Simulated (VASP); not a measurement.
# MgB2 (P6/mmm) in VASP: a series of runs

The runs below take MgB2 through single point, with PBEsol, PBE.

Program: VASP 6.6.1. These are calculated values, not measurements. Logs are shortened: lines on timing, memory, paths and dates and some standing lists are left out, and cuts for length are marked.

### 1 Starting point

It takes space group P6/mmm (No. 191, hexagonal). The conventional cell has a = 3.085 Å, b = 3.085 Å, c = 3.523 Å, α = 90.00°, β = 90.00°, γ = 120.00°. Around Mg (site symmetry 6/mmm) lie 12 B at 2.51 Å. B (site symmetry -6m2) has 3 B at 1.78 Å as nearest neighbours.

### 2 Single point, PBEsol

INCAR reads:

```
SYSTEM = MgB2
PREC = Accurate
ENCUT = 520
EDIFF = 1E-7
ISMEAR = 0
SIGMA = 0.02
LREAL = .False.
LASPH = .True.
NELM = 60
ALGO = Normal
ISIF = 2
LWAVE = .False.
LCHARG = .False.
GGA = PS
```

KPOINTS reads:

```
Automatic mesh
0
Gamma
  10 10 8
  0 0 0
```

POSCAR reads:

```
MgB2
1.0
    3.0850000000      0.0000000000      0.0000000000
   -1.5425000000      2.6716883707      0.0000000000
    0.0000000000      0.0000000000      3.5230000000
Mg B
1 2
Cartesian
    0.0000000000      0.0000000000      0.0000000000
    1.5425000002      0.8905627901      1.7615000000
   -0.0000000002      1.7811255806      1.7615000000
```

Potentials or basis: VASP PAW PBE potentials, release 64 (Mg_pv, B).

Started as:

```sh
cat potpaw_PBE.64/Mg_pv/POTCAR potpaw_PBE.64/B/POTCAR > POTCAR
mpirun -np 1 vasp_std > vasp.out
```

OUTCAR:

```text
SYSTEM = MgB2
   PREC = Accurate
   ENCUT = 520
   EDIFF = 1E-7
   ISMEAR = 0
   LREAL = .False.
   LASPH = .True.
   NELM = 60
   ISIF = 2
   GGA = PS

 ion  position               nearest neighbor table
   1  0.000  0.000  0.000-
   2  0.667  0.333  0.500-   3 1.78   3 1.78   3 1.78
   3  0.333  0.667  0.500-   2 1.78   2 1.78   2 1.78

  LATTYP: Found a hexagonal cell.
 ALAT       =     3.0850000000
 C/A-ratio  =     1.1419773096

  Lattice vectors:

 A1 = (   3.0850000000,   0.0000000000,   0.0000000000)
 A2 = (  -1.5425000000,   2.6716883707,   0.0000000000)
 A3 = (   0.0000000000,   0.0000000000,   3.5230000000)

Analysis of symmetry for initial positions (statically):
=====================================================================
 Subroutine PRICEL returns:
 Original cell was already a primitive cell.

 Routine SETGRP: Setting up the symmetry group for a
 hexagonal supercell.

 Subroutine GETGRP returns: Found 24 space group operations
 (whereof 24 operations were pure point group operations)
 out of a pool of 24 trial point group operations.

The static configuration has the point symmetry D_6h.

Analysis of symmetry for dynamics (positions and initial velocities):
=====================================================================
 Subroutine PRICEL returns:
 Original cell was already a primitive cell.

 Routine SETGRP: Setting up the symmetry group for a
 hexagonal supercell.

 Subroutine GETGRP returns: Found 24 space group operations
 (whereof 24 operations were pure point group operations)
 out of a pool of 24 trial point group operations.

The dynamic configuration has the point symmetry D_6h.

 Subroutine INISYM returns: Found 24 space group operations
 (whereof 24 operations are pure point group operations),
 and found     1 'primitive' translations

----------------------------------------------------------------------------------------

                                     Primitive cell

  volume of cell :      29.0371

  direct lattice vectors                    reciprocal lattice vectors
     3.085000000  0.000000000  0.000000000     0.324149109  0.187147575  0.000000000
    -1.542500000  2.671688371  0.000000000     0.000000000  0.374295150  0.000000000
     0.000000000  0.000000000  3.523000000     0.000000000  0.000000000  0.283848992

  length of vectors
     3.085000000  3.085000000  3.523000000     0.374295150  0.374295150  0.283848992

  position of ions in fractional coordinates (direct lattice)
     0.000000000  0.000000000  0.000000000
     0.666666667  0.333333333  0.500000000
     0.333333333  0.666666667  0.500000000

  ion indices of the primitive-cell ions
   primitive index   ion index
                 1           1
                 2           2
                 3           3

----------------------------------------------------------------------------------------

 KPOINTS: Automatic mesh

Automatic generation of k-mesh.
 Grid dimensions read from file:
 generate k-points for:   10   10    8

 Generating k-lattice:

  Cartesian coordinates                     Fractional coordinates (reciprocal lattice)
     0.032414911  0.018714758  0.000000000     0.100000000  0.000000000  0.000000000
     0.000000000  0.037429515  0.000000000     0.000000000  0.100000000  0.000000000
     0.000000000  0.000000000  0.035481124     0.000000000  0.000000000  0.125000000

  Length of vectors
     0.037429515  0.037429515  0.035481124

  Shift w.r.t. Gamma in fractional coordinates (k-lattice)
     0.000000000  0.000000000  0.000000000

 Subroutine IBZKPT returns following result:
 ===========================================

 Found     70 irreducible k-points:

 Following reciprocal coordinates:
            Coordinates               Weight
  0.000000  0.000000  0.000000      1.000000
  0.100000  0.000000  0.000000      6.000000
  0.200000  0.000000  0.000000      6.000000
  0.300000  0.000000  0.000000      6.000000
  0.400000  0.000000  0.000000      6.000000
  0.500000  0.000000  0.000000      3.000000
[... 16 lines left out ...]
  0.300000  0.100000  0.125000     24.000000
  0.400000  0.100000  0.125000     24.000000
 [... further k-points ...]
   k-points           NKPTS =     70   k-points in BZ     NKDIM =     70   number of bands    NBANDS=     11
   number of dos      NEDOS =    301   number of ions     NIONS =      3
   total plane-waves  NPLWV =  16128
   dimension x,y,z NGX =    24 NGY =   24 NGZ =   28
   dimension x,y,z NGXF=    48 NGYF=   48 NGZF=   56
   ions per type =               1   2
   NGX,Y,Z   is equivalent  to a cutoff of  12.93, 12.93, 13.21 a.u.
   NGXF,Y,Z  is equivalent  to a cutoff of  25.87, 25.87, 26.43 a.u.
 SYSTEM =  MgB2
   PREC   = accura    normal or accurate (medium, high low for compatibility)
   ISTART =      0    job   : 0-new  1-cont  2-samecut
   ICHARG =      2    charge: 1-file 2-atom 10-const
   ISPIN  =      1    spin polarized calculation?
   LNONCOLLINEAR =      F non collinear calculations
   LSORBIT =      F    spin-orbit coupling
   LASPH  =      T    aspherical Exc in radial PAW
   ENCUT  =  520.0 eV  38.22 Ry    6.18 a.u.   5.74  5.74  6.55*2*pi/ulx,y,z
   NELM   =     60;   NELMIN=  2; NELMDL= -5     # of ELM steps
   EDIFF  = 0.1E-06   stopping-criterion for ELM
   LREAL  =      F    real-space projection
   EDIFFG = 0.1E-05   stopping-criterion for IOM
   NSW    =      0    number of steps for IOM
   IBRION =     -1    ionic relax: 0-MD 1-quasi-New 2-CG
   NFREE  =      0    steps in history (QN), initial steepest desc. (CG)
   ISIF   =      2    stress and relaxation
   ISYM   =      2    0-nonsym 1-usesym 2-fastsym
   POTIM  = 0.5000    time-step for ionic-motion
   TEBEG  =    0.0;   TEEND  =   0.0 temperature during run
   PSTRESS=    0.0 pullay stress
   NELECT =      14.0000    total number of electrons
   NUPDOWN=      -1.0000    fix difference up-down
   EMIN   =  10.00;   EMAX   =-10.00  energy-range for DOS
   EFERMI =   0.00;   METHOD = LEGACY
   ISMEAR =     0;   SIGMA  =   0.02  broadening in eV -4-tet -1-fermi 0-gaus
   EFERMI_NEDOS =   21; number of points for ismear=-14 and -15
   IALGO  =     38    algorithm
   IMIX   =      4    mixing-type and parameters
     AMIX     =   0.40;   BMIX     =  1.00
     AMIX_MAG =   1.60;   BMIX_MAG =  1.00
  volume/ion in A,a.u.               =       9.68        65.32
  Fermi-wavevector in a.u.,A,eV,Ry     =   1.283708  2.425857 22.421131  1.647907
  Thomas-Fermi vector in A             =   2.415945
   LORBIT       =      0    0 simple, 1 ext, 2 COOP (PROOUT), +10 PAW based schemes
   GGA     = PS    functional components
   LHFCALC =     F    Hartree Fock is set to
   AEXX    =    0.0000 exact exchange contribution
   IVDW    =     0    specifies the selected vdW correction
   LEPSILON=     F    determine dielectric tensor
   LRPA    =     F    only Hartree local field effects (RPA)
 non-spin polarized calculation
 Gauss-broadening in eV      SIGMA  =   0.02
  energy-cutoff  :      520.00
  volume of cell :       29.04
 maximum number of plane-waves:       806
 NGX is ok and might be reduce to    24
   NGX = 11   NGY = 11   NGZ = 13

 number of electron      13.9999995 magnetization

 Free energy of the ion-electron system (eV)
  ---------------------------------------------------
  ext. energy  EPLUGINS =         0.00000000
  ---------------------------------------------------
  free energy    TOTEN  =       -16.18688576 eV

  energy without entropy =      -16.18658156  energy(sigma->0) =      -16.18673366

 E-fermi :   5.0088     XC(G=0): -11.2044

 val. band max:        5.0062347881   @ k =   0.1000   0.0000   0.1250
 cond. band min:       5.0179441890   @ k =   0.3000   0.2000   0.0000
 fundamental gap:      0.0117094009
 Fermi energy:         5.0088497169

 k-point     1 :       0.0000    0.0000    0.0000
  band No.  band energies     occupation
      1     -36.7385      2.00000
      2     -36.7384      2.00000
      3     -36.7246      2.00000
      4      -7.4390      2.00000
      5       2.0324      2.00000
      6       5.3532      0.00000
      7       5.3532      0.00000
      8       6.5739      0.00000
      9      11.2485      0.00000
     10      11.2486      0.00000
     11      13.0761      0.00000

 k-point     2 :       0.1000    0.0000    0.0000
  band No.  band energies     occupation
      1     -36.7424      2.00000
      2     -36.7394      2.00000
      3     -36.7241      2.00000
      4      -7.2643      2.00000
      5       2.2012      2.00000
      6       4.4967      2.00000
      7       4.9567      1.99978
      8       6.7299      0.00000
      9      11.1027      0.00000
     10      11.9955      0.00000
     11      13.4578      0.00000

 k-point     3 :       0.2000    0.0000    0.0000
  band No.  band energies     occupation
      1     -36.7526      2.00000
      2     -36.7420      2.00000
      3     -36.7227      2.00000
      4      -6.7433      2.00000
      5       2.6373      2.00000
      6       2.7020      2.00000
      7       4.1683      2.00000
      8       7.2022      0.00000
      9      10.5653      0.00000
     10      12.7466      0.00000
     11      13.8107      0.00000

 k-point     4 :       0.3000    0.0000    0.0000
  band No.  band energies     occupation
      1     -36.7652      2.00000
      2     -36.7451      2.00000
      3     -36.7209      2.00000
      4      -5.8865      2.00000
      5       0.5663      2.00000
      6       3.4470      2.00000
      7       3.5098      2.00000
      8       7.9176      0.00000
      9      10.0442      0.00000
     10      10.8018      0.00000
     11      13.9014      0.00000

 k-point     5 :       0.4000    0.0000    0.0000
  band No.  band energies     occupation
      1     -36.7752      2.00000
      2     -36.7475      2.00000
      3     -36.7193      2.00000
      4      -4.7163      2.00000
      5      -1.3971      2.00000
      6       2.9744      2.00000
      7       4.5220      2.00000
      8       8.5990      0.00000
      9       8.9788      0.00000
     10       9.9333      0.00000
     11      12.7886      0.00000
[... 211 lines left out ...]
 k-point    21 :       0.1000    0.1000    0.1250
  band No.  band energies     occupation
      1     -36.7490      2.00000
      2     -36.7413      2.00000
      3     -36.7242      2.00000
      4      -6.7839      2.00000
      5       1.5771      2.00000
      6       3.4389      2.00000
      7       4.1617      2.00000
      8       8.3184      0.00000
      9      11.4536      0.00000
     10      11.9592      0.00000
     11      12.9146      0.00000

 k-point    22 :       0.2000    0.1000    0.1250
  band No.  band energies     occupation
      1     -36.7597      2.00000
      2     -36.7448      2.00000
      3     -36.7225      2.00000
      4      -6.1000      2.00000
      5       1.6826      2.00000
      6       2.2595      2.00000
      7       3.1748      2.00000
      8       8.9243      0.00000
      9      10.5304      0.00000
     10      11.3915      0.00000
     11      13.6755      0.00000

 k-point    23 :       0.3000    0.1000    0.1250
  band No.  band energies     occupation
      1     -36.7703      2.00000
      2     -36.7483      2.00000
      3     -36.7208      2.00000
      4      -5.0924      2.00000
      5      -0.2647      2.00000
      6       2.4875      2.00000
      7       3.2464      2.00000
      8       8.6550      0.00000
      9       9.8051      0.00000
     10      10.9781      0.00000
     11      14.0369      0.00000

 k-point    24 :       0.4000    0.1000    0.1250
  band No.  band energies     occupation
      1     -36.7768      2.00000
      2     -36.7505      2.00000
      3     -36.7198      2.00000
      4      -3.8079      2.00000
      5      -2.0651      2.00000
      6       2.1570      2.00000
      7       4.2921      2.00000
      8       7.1575      0.00000
      9      10.1381      0.00000
     10      11.2623      0.00000
     11      13.1775      0.00000

 [... further k-points ...]

------------------------ aborting loop because EDIFF is reached ----------------------------------------

  FORCE on cell =-STRESS in cart. coord.  units (eV):
  Direction    XX          YY          ZZ          XY          YZ          ZX
  --------------------------------------------------------------------------------------
  -------------------------------------------------------------------------------------
  Total       -0.4728081     -0.4728081     -0.5983659      0.0000000      0.0000000      0.0000000
  in kB      -26.0880660    -26.0880660    -33.0159531      0.0000000      0.0000000      0.0000000
  external PRESSURE =     -28.3973617 kB  Pullay stress =       0.0000000 kB

 VOLUME and BASIS-vectors are now :
 -----------------------------------------------------------------------------
  energy-cutoff  :      520.00
  volume of cell :       29.04
      direct lattice vectors                 reciprocal lattice vectors
     3.085000000  0.000000000  0.000000000     0.324149109  0.187147575  0.000000000
    -1.542500000  2.671688371  0.000000000     0.000000000  0.374295150  0.000000000
     0.000000000  0.000000000  3.523000000     0.000000000  0.000000000  0.283848992

 POSITION                                       TOTAL-FORCE (eV/Angst)
 -----------------------------------------------------------------------------------
      0.00000      0.00000      0.00000        -0.000000      0.000000      0.000000
      1.54250      0.89056      1.76150        -0.000000      0.000000      0.000000
     -0.00000      1.78113      1.76150         0.000000      0.000000      0.000000
 -----------------------------------------------------------------------------------
    total drift:                               -0.000000      0.000000     -0.000000

  FREE ENERGIE OF THE ION-ELECTRON SYSTEM (eV)
  ---------------------------------------------------
  free  energy   TOTEN  =       -16.1868857613 eV

  energy  without entropy=      -16.1865815614  energy(sigma->0) =      -16.18673366
```

Wall time 11 s (1 thread of Intel Xeon Platinum 8559C (Emerald Rapids), shared host); peak memory 0.15 GiB.

What came out:

| Quantity | Value |
| --- | --- |
| Free energy | -16.1869 eV |
| Pressure | -2.8 GPa |
| Band gap on the k mesh | none (metal or under the smearing width) |

Levels at points of the mesh, in eV from the Fermi level:
| k point | band 5 | band 6 | band 7 | band 8 | band 9 | band 10 |
| --- | --- | --- | --- | --- | --- | --- |
| (0.00, 0.00, 0.00) | -2.98 | 0.34 | 0.34 | 1.57 | 6.24 | 6.24 |
| (0.50, 0.00, 0.00) | -7.87 | -2.20 | 0.17 | 3.02 | 3.78 | 5.24 |
| (0.00, 0.00, 0.50) | -7.50 | 0.73 | 0.73 | 6.57 | 6.57 | 7.90 |
| (0.50, 0.00, 0.50) | -6.94 | -3.62 | -1.90 | -1.38 | 5.64 | 8.67 |

Caveat: the PAW data sets were made with another functional, which shifts forces and pressure a little.

### 3 Single point, PBEsol

run.py reads:

```python
from ase.calculators.vasp import Vasp
from ase.dft.bandgap import bandgap
from ase.io import read

atoms = read('MgB2.cif')
calc = Vasp(
    directory='calc',
    xc='pbesol',
    pp='PBE',
    setups='materialsproject',
    prec='Accurate',
    encut=520,
    ediff=1e-06,
    ismear=0,
    sigma=0.02,
    lreal=False,
    lasph=True,
    nelm=60,
    algo='Normal',
    isif=2,
    lwave=False,
    lcharg=False,
    kpts=[10, 10, 8],
    gamma=True,
)
atoms.calc = calc

print('energy (eV):', atoms.get_potential_energy())
print('free energy (eV):', atoms.get_potential_energy(force_consistent=True))
print('forces (eV/A):')
print(atoms.get_forces())
print('stress (eV/A^3, Voigt):', atoms.get_stress())
print('Fermi level (eV):', calc.get_fermi_level())
gap, top, bottom = bandgap(calc)
print('band gap (eV):', gap, 'from (spin, k, band)', top, 'to', bottom)
```

MgB2.cif reads:

```cif
data_MgB2
_cell_length_a 3.08500000
_cell_length_b 3.08500000
_cell_length_c 3.52300000
_cell_angle_alpha 90.00000000
_cell_angle_beta 90.00000000
_cell_angle_gamma 120.00000000
_space_group_name_H-M_alt 'P1'
_space_group_name_Hall 'P 1'
_space_group_IT_number 1
loop_
_space_group_symop_operation_xyz
'x,y,z'
loop_
_atom_site_label
_atom_site_type_symbol
_atom_site_symmetry_multiplicity
_atom_site_Wyckoff_symbol
_atom_site_fract_x
_atom_site_fract_y
_atom_site_fract_z
_atom_site_occupancy
Mg1 Mg 1 a 0.0000000000 0.0000000000 0.0000000000 1
B1 B 1 a 0.6666666667 0.3333333333 0.5000000000 1
B2 B 1 a 0.3333333333 0.6666666667 0.5000000000 1
```

Potentials or basis: VASP PAW PBE potentials, release 64 (Mg_pv, B).

Started as:

```sh
python run.py
```

It took 12 s on 1 thread of Intel Xeon Platinum 8559C (Emerald Rapids), shared host; peak memory 0.15 GiB.

The run converged. Its results:

```
Free energy            : -16.1869 eV
Pressure               : -2.8 GPa
Band gap on the k mesh : none (metal or under the smearing width)
```

Stress tensor (GPa, compression positive):
```
-2.59  0.00  0.00
 0.00 -2.59  0.00
 0.00  0.00 -3.27
```

Levels at points of the mesh, in eV from the Fermi level:
```tsv
k point	band 5	band 6	band 7	band 8	band 9	band 10
(0.00, 0.00, 0.00)	-2.98	0.34	0.34	1.57	6.24	6.24
(0.50, 0.00, 0.00)	-7.87	-2.20	0.17	3.03	3.78	5.24
(0.00, 0.00, 0.50)	-7.50	0.73	0.73	6.57	6.57	7.90
(0.50, 0.00, 0.50)	-6.94	-3.62	-1.90	-1.37	5.64	8.67
```

Caveat: the PAW data sets were made with another functional, which shifts forces and pressure a little.

### 4 Single point, PBE

INCAR reads:

```
SYSTEM = MgB2
PREC = Accurate
ENCUT = 500
EDIFF = 1E-7
ISMEAR = 0
SIGMA = 0.02
LREAL = .FALSE.
LASPH = .TRUE.
NELM = 60
ALGO = Fast
ISIF = 2
LWAVE = .FALSE.
LCHARG = .FALSE.
GGA = PE
NBANDS = 11
```

KPOINTS reads:

```
regular mesh
0
G
  5 5 4
  0 0 0
```

POSCAR reads:

```
MgB2
1.0
    3.0850000000      0.0000000000      0.0000000000
   -1.5425000000      2.6716883707      0.0000000000
    0.0000000000      0.0000000000      3.5230000000
Mg B
1 2
Direct
    0.0000000000      0.0000000000      0.0000000000
    0.6666666667      0.3333333333      0.5000000000
    0.3333333333      0.6666666667      0.5000000000
```

Potentials or basis: VASP PAW PBE potentials, release 64 (Mg_GW, B_GW).

Started as:

```sh
cat potpaw_PBE.64/Mg_GW/POTCAR potpaw_PBE.64/B_GW/POTCAR > POTCAR
mpirun -np 1 vasp_std > vasp.out
```

Wall time 4.9 s (1 thread of Intel Xeon Platinum 8488C (Sapphire Rapids), shared host); peak memory 0.13 GiB.

The run converged. Its results:

| Property | Result |
| --- | --- |
| Free energy | -15.3361 eV |
| Pressure | -1.7 GPa |
| Band gap on the k mesh | none (metal or under the smearing width) |

Stress tensor (GPa, compression positive):
```
-1.93  0.00  0.00
 0.00 -1.93  0.00
 0.00  0.00 -1.24
```

Levels at points of the mesh, in eV from the Fermi level:
```csv
k point,band 2,band 3,band 4,band 5,band 6,band 7
"(0.00, 0.00, 0.00)",-3.22,0.06,0.06,1.37,6.00,6.00
"(0.00, 0.00, 0.50)",-7.70,0.44,0.44,6.34,6.34,7.66
```

Caveat: the k mesh is coarse (spacing up to 0.47 Å⁻¹), so the values aren't converged.

### 5 The runs side by side

| level | potentials or basis | k mesh | cutoff (eV) | further INCAR settings | mesh quality | gap on the mesh (eV) | pressure (GPa) |
| --- | --- | --- | --- | --- | --- | --- | --- |
| PBEsol | VASP PAW PBE potentials, release 64 (Mg_pv, B) | 10 × 10 × 8 | 520 | ALGO = Normal; EDIFF = 1e-07 | not flagged | none | -2.8 |
| PBEsol | VASP PAW PBE potentials, release 64 (Mg_pv, B) | 10 × 10 × 8 | 520 | ALGO = Normal; EDIFF = 1.00e-06 | not flagged | none | -2.8 |
| PBE | VASP PAW PBE potentials, release 64 (Mg_GW, B_GW) | 5 × 5 × 4 | 500 | ALGO = Fast; EDIFF = 1e-07; NBANDS = 11 | coarse | none | -1.7 |

Alike in all rows: task single point; no spin polarisation; cell as given; smearing gaussian 0.02 eV.

Caveats: some runs use coarse meshes; the PAW data sets were made with another functional, which shifts forces and pressure a little (some runs).

Total energies depend on the potentials used, so only differences within one code and one set of settings carry meaning.
